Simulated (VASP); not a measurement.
# Ti (Im-3m) in VASP: single point with RPBE+U

Aim: the single point of Ti with RPBE+U.

All numbers are computed with VASP 6.6.1; they aren't measurements. Logs are shortened: lines on timing, memory, paths and dates and some standing lists are left out, and cuts for length are marked.

### 1 The crystal as given

It takes space group Im-3m (No. 229, cubic). Conventional cell: a = 3.282 Å, b = 3.282 Å, c = 3.282 Å, α = 90.00°, β = 90.00°, γ = 90.00°. Around Ti (site symmetry m-3m) lie 8 Ti at 2.84 Å.

This isn't the form of Ti at room conditions, which is hcp.

### 2 Single point, RPBE+U, collinear spin, twin_end start

Input file INCAR:

```
  ALGO = Normal
  EDIFF = 1E-6
  ENCUT = 520
  GGA = RP
  ISIF = 2
  ISMEAR = -5
  ISPIN = 2
  LASPH = T
  LCHARG = F
  LDAU = T
  LDAUJ = 0
  LDAUL = 2
  LDAUPRINT = 1
  LDAUTYPE = 2
  LDAUU = 4
  LMAXMIX = 4
  LORBIT = 11
  LREAL = F
  LWAVE = F
  MAGMOM = -1.86
  NBANDS = 16
  NELM = 150
  PREC = Accurate
  SIGMA = 0.05
```

Input file KPOINTS:

```
k-points
0
Gamma
  11 11 11
```

Input file POSCAR:

```
Ti
1.0
   -1.6410000000      1.6410000000      1.6410000000
    1.6410000000     -1.6410000000      1.6410000000
    1.6410000000      1.6410000000     -1.6410000000
Ti
1
Direct
    0.0000000000      0.0000000000      0.0000000000
```

Potentials or basis: VASP PAW PBE potentials, release 64 (Ti_sv).

Command:

```
cat potpaw_PBE.64/Ti_sv/POTCAR > POTCAR
mpirun -np 1 vasp_std > vasp.out
```

OUTCAR:

```text
EDIFF = 1E-6
   ENCUT = 520
   GGA = RP
   ISIF = 2
   ISMEAR = -5
   ISPIN = 2
   LASPH = T
   LORBIT = 11
   LREAL = F
   NELM = 150
   PREC = Accurate

 ion  position               nearest neighbor table
   1  0.000  0.000  0.000-

  LATTYP: Found a body centered cubic cell.
 ALAT       =     3.2820000000

  Lattice vectors:

 A1 = (  -1.6410000000,   1.6410000000,   1.6410000000)
 A2 = (   1.6410000000,  -1.6410000000,   1.6410000000)
 A3 = (   1.6410000000,   1.6410000000,  -1.6410000000)

Analysis of symmetry for initial positions (statically):
=====================================================================
 Subroutine PRICEL returns:
 Original cell was already a primitive cell.

 Routine SETGRP: Setting up the symmetry group for a
 body centered cubic supercell.

 Subroutine GETGRP returns: Found 48 space group operations
 (whereof 48 operations were pure point group operations)
 out of a pool of 48 trial point group operations.

The static configuration has the point symmetry O_h .

Analysis of symmetry for dynamics (positions and initial velocities):
=====================================================================
 Subroutine PRICEL returns:
 Original cell was already a primitive cell.

 Routine SETGRP: Setting up the symmetry group for a
 body centered cubic supercell.

 Subroutine GETGRP returns: Found 48 space group operations
 (whereof 48 operations were pure point group operations)
 out of a pool of 48 trial point group operations.

The dynamic configuration has the point symmetry O_h .

Analysis of structural, dynamic, and magnetic symmetry:
=====================================================================
 Subroutine PRICEL returns:
 Original cell was already a primitive cell.

 Routine SETGRP: Setting up the symmetry group for a
 body centered cubic supercell.

 Subroutine GETGRP returns: Found 48 space group operations
 (whereof 48 operations were pure point group operations)
 out of a pool of 48 trial point group operations.

The overall configuration has the point symmetry O_h .

 Subroutine INISYM returns: Found 48 space group operations
 (whereof 48 operations are pure point group operations),
 and found     1 'primitive' translations

----------------------------------------------------------------------------------------

                                     Primitive cell

  volume of cell :      17.6761

  direct lattice vectors                    reciprocal lattice vectors
    -1.641000000  1.641000000  1.641000000     0.000000000  0.304692261  0.304692261
     1.641000000 -1.641000000  1.641000000     0.304692261  0.000000000  0.304692261
     1.641000000  1.641000000 -1.641000000     0.304692261  0.304692261  0.000000000

  length of vectors
     2.842295375  2.842295375  2.842295375     0.430899928  0.430899928  0.430899928

  position of ions in fractional coordinates (direct lattice)
     0.000000000  0.000000000  0.000000000

  ion indices of the primitive-cell ions
   primitive index   ion index
                 1           1

----------------------------------------------------------------------------------------

 KPOINTS: k-points

Automatic generation of k-mesh.
 Grid dimensions read from file:
 generate k-points for:   11   11   11

 Generating k-lattice:

  Cartesian coordinates                     Fractional coordinates (reciprocal lattice)
     0.000000000  0.027699296  0.027699296     0.090909091  0.000000000  0.000000000
     0.027699296  0.000000000  0.027699296     0.000000000  0.090909091  0.000000000
[... 54 lines left out ...]
   ISPIN  =      2    spin polarized calculation?
   LNONCOLLINEAR =      F non collinear calculations
   LSORBIT =      F    spin-orbit coupling
   LASPH  =      T    aspherical Exc in radial PAW
   ENCUT  =  520.0 eV  38.22 Ry    6.18 a.u.   5.28  5.28  5.28*2*pi/ulx,y,z
   NELM   =    150;   NELMIN=  2; NELMDL= -5     # of ELM steps
   EDIFF  = 0.1E-05   stopping-criterion for ELM
   LREAL  =      F    real-space projection
   EDIFFG = 0.1E-04   stopping-criterion for IOM
   NSW    =      0    number of steps for IOM
   IBRION =     -1    ionic relax: 0-MD 1-quasi-New 2-CG
   NFREE  =      0    steps in history (QN), initial steepest desc. (CG)
   ISIF   =      2    stress and relaxation
   ISYM   =      2    0-nonsym 1-usesym 2-fastsym
   POTIM  = 0.5000    time-step for ionic-motion
   TEBEG  =    0.0;   TEEND  =   0.0 temperature during run
   PSTRESS=    0.0 pullay stress
   NELECT =      12.0000    total number of electrons
   NUPDOWN=      -1.0000    fix difference up-down
   EMIN   =  10.00;   EMAX   =-10.00  energy-range for DOS
   EFERMI =   0.00;   METHOD = LEGACY
   ISMEAR =    -5;   SIGMA  =   0.05  broadening in eV -4-tet -1-fermi 0-gaus
   EFERMI_NEDOS =   21; number of points for ismear=-14 and -15
   IALGO  =     38    algorithm
   IMIX   =      4    mixing-type and parameters
     AMIX     =   0.40;   BMIX     =  1.00
     AMIX_MAG =   1.60;   BMIX_MAG =  1.00
  volume/ion in A,a.u.               =      17.68       119.28
  Fermi-wavevector in a.u.,A,eV,Ry     =   1.438821  2.718977 28.166848  2.070205
  Thomas-Fermi vector in A             =   2.557745
   LORBIT       =     11    0 simple, 1 ext, 2 COOP (PROOUT), +10 PAW based schemes
 LDA+U is selected, type is set to LDAUTYPE =  2
   angular momentum for each species LDAUL =     2
   U (eV)           for each species LDAUU =   4.0
   J (eV)           for each species LDAUJ =   0.0
   GGA     = RP    functional components
   LHFCALC =     F    Hartree Fock is set to
   AEXX    =    0.0000 exact exchange contribution
   IVDW    =     0    specifies the selected vdW correction
   LEPSILON=     F    determine dielectric tensor
   LRPA    =     F    only Hartree local field effects (RPA)
 spin polarized calculation
 Fermi weights with tetrahedron method with Bloechl corrections
  energy-cutoff  :      520.00
  volume of cell :       17.68
 maximum number of plane-waves:       486
 NGX is ok and might be reduce to    24
   NGX = 11   NGY = 11   NGZ = 11

atom =   1  type =  1  l = 2

 onsite density matrix

spin component  1

  0.0347  0.0000 -0.0000 -0.0000  0.0000
  0.0000  0.0347  0.0000 -0.0000  0.0000
 -0.0000  0.0000  0.1108  0.0000 -0.0000
 -0.0000 -0.0000  0.0000  0.0347 -0.0000
  0.0000  0.0000 -0.0000 -0.0000  0.1108

spin component  2

  0.3884  0.0000  0.0000  0.0000 -0.0000
  0.0000  0.3884 -0.0000  0.0000 -0.0000
  0.0000 -0.0000  0.1570 -0.0000 -0.0000
  0.0000  0.0000 -0.0000  0.3884  0.0000
 -0.0000 -0.0000 -0.0000  0.0000  0.1570

 occupancies and eigenvectors

  o =  0.0347  v = -0.5056 -0.0121  0.0000 -0.8627  0.0000  0.0000  0.0000  0.0000  0.0000  0.0000      0.0000  0.0000  0.0000  0.0000  0.0000  0.0000  0.0000  0.0000  0.0000  0.0000
  o =  0.0347  v = -0.8626  0.0254 -0.0000  0.5052  0.0000  0.0000  0.0000  0.0000  0.0000  0.0000      0.0000  0.0000  0.0000  0.0000  0.0000  0.0000  0.0000  0.0000  0.0000  0.0000
  o =  0.0347  v = -0.0158 -0.9996  0.0000  0.0233 -0.0000  0.0000  0.0000  0.0000  0.0000  0.0000      0.0000  0.0000  0.0000  0.0000  0.0000  0.0000  0.0000  0.0000  0.0000  0.0000
  o =  0.1108  v =  0.0000  0.0000  0.5211  0.0000  0.8535  0.0000  0.0000  0.0000  0.0000  0.0000      0.0000  0.0000  0.0000  0.0000  0.0000  0.0000  0.0000  0.0000  0.0000  0.0000
  o =  0.1108  v =  0.0000 -0.0000 -0.8535 -0.0000  0.5211  0.0000  0.0000  0.0000  0.0000  0.0000      0.0000  0.0000  0.0000  0.0000  0.0000  0.0000  0.0000  0.0000  0.0000  0.0000
  o =  0.1570  v =  0.0000  0.0000  0.0000  0.0000  0.0000  0.0000  0.0000 -0.0445  0.0000 -0.9990      0.0000  0.0000  0.0000  0.0000  0.0000  0.0000  0.0000  0.0000  0.0000  0.0000
  o =  0.1570  v =  0.0000  0.0000  0.0000  0.0000  0.0000  0.0000 -0.0000 -0.9990 -0.0000  0.0445      0.0000  0.0000  0.0000  0.0000  0.0000  0.0000  0.0000  0.0000  0.0000  0.0000
  o =  0.3884  v =  0.0000  0.0000  0.0000  0.0000  0.0000  0.0000  0.6289 -0.0000  0.7775  0.0000      0.0000  0.0000  0.0000  0.0000  0.0000  0.0000  0.0000  0.0000  0.0000  0.0000
  o =  0.3884  v =  0.0000  0.0000  0.0000  0.0000  0.0000  1.0000  0.0000  0.0000  0.0000  0.0000      0.0000  0.0000  0.0000  0.0000  0.0000  0.0000  0.0000  0.0000  0.0000  0.0000
  o =  0.3884  v =  0.0000  0.0000  0.0000  0.0000  0.0000  0.0000  0.7775  0.0000 -0.6289 -0.0000      0.0000  0.0000  0.0000  0.0000  0.0000  0.0000  0.0000  0.0000  0.0000  0.0000

 number of electron      12.0000001 magnetization      -1.7504742

 Free energy of the ion-electron system (eV)
  ---------------------------------------------------
  ext. energy  EPLUGINS =         0.00000000
  ---------------------------------------------------
  free energy    TOTEN  =        -4.57696983 eV

  energy without entropy =       -4.57696983  energy(sigma->0) =       -4.57696983

 E-fermi :   8.5146     XC(G=0): -11.2660

 val. band max:        8.5795114424   @ k =   0.2727   0.2727   0.0909
 cond. band min:       8.5026990438   @ k =   0.0000   0.0000   0.0000
 fundamental gap:     -0.0768123987
 Fermi energy:         8.5146223410

 spin component 1

 k-point     1 :       0.0000    0.0000    0.0000
  band No.  band energies     occupation
      1     -48.3383      1.00000
      2     -24.1291      1.00000
      3     -24.1291      1.00000
      4     -24.1291      1.00000
      5       2.7556      1.00000
      6      11.3459      0.00000
[... 895 lines left out ...]
      5       6.1680      1.00000
      6       6.9538      1.00000
[... 8 lines left out ...]
     15      32.1820      0.00000
     16      34.4582      0.00000

 [... further k-points ...]

------------------------ aborting loop because EDIFF is reached ----------------------------------------

  FORCE on cell =-STRESS in cart. coord.  units (eV):
  Direction    XX          YY          ZZ          XY          YZ          ZX
  --------------------------------------------------------------------------------------
  -------------------------------------------------------------------------------------
  Total        1.6200302      1.6200302      1.6200302      0.0000000      0.0000000     -0.0000000
  in kB      146.8412116    146.8412116    146.8412116      0.0000000      0.0000000     -0.0000000
  external PRESSURE =     146.8412116 kB  Pullay stress =       0.0000000 kB

 VOLUME and BASIS-vectors are now :
 -----------------------------------------------------------------------------
  energy-cutoff  :      520.00
  volume of cell :       17.68
      direct lattice vectors                 reciprocal lattice vectors
    -1.641000000  1.641000000  1.641000000     0.000000000  0.304692261  0.304692261
     1.641000000 -1.641000000  1.641000000     0.304692261  0.000000000  0.304692261
     1.641000000  1.641000000 -1.641000000     0.304692261  0.304692261  0.000000000

 POSITION                                       TOTAL-FORCE (eV/Angst)
 -----------------------------------------------------------------------------------
      0.00000      0.00000      0.00000        -0.000000      0.000000     -0.000000
 -----------------------------------------------------------------------------------
    total drift:                                0.000000      0.000000      0.000000

  FREE ENERGIE OF THE ION-ELECTRON SYSTEM (eV)
  ---------------------------------------------------
  free  energy   TOTEN  =        -4.5769698312 eV

  energy  without entropy=       -4.5769698312  energy(sigma->0) =       -4.57696983

 total charge

# of ion       s       p       d       tot
------------------------------------------
    1        2.253   6.144   1.786  10.183

 magnetization (x)

# of ion       s       p       d       tot
------------------------------------------
    1       -0.004  -0.092  -1.143  -1.240
```

Wall time 39 s (1 thread of Intel Xeon Platinum 8488C (Sapphire Rapids), shared host); peak memory 0.16 GiB.

What came out:

```yaml
Free_energy: -4.5770 eV
Pressure: 14.7 GPa
Band_gap_on_the_k_mesh: none (metal or under the smearing width)
Net_moment: -1.75 μB per cell
Site_moments: Ti -1.24 μB
Valence_electrons_inside_the_program's_atomic_spheres: Ti 10.18
```

Eigenvalues of the final occupation matrices:
```
    site  spin  trace               eigenvalues
site 1 d     1   0.33  0.03 0.03 0.03 0.11 0.11
site 1 d     2   1.48  0.16 0.16 0.39 0.39 0.39
```

Caveat: the PAW data sets were made with another functional, which shifts forces and pressure a little; the U is typed as a test and isn't derived for this compound; tetrahedron occupations give inexact forces and stress in metals.
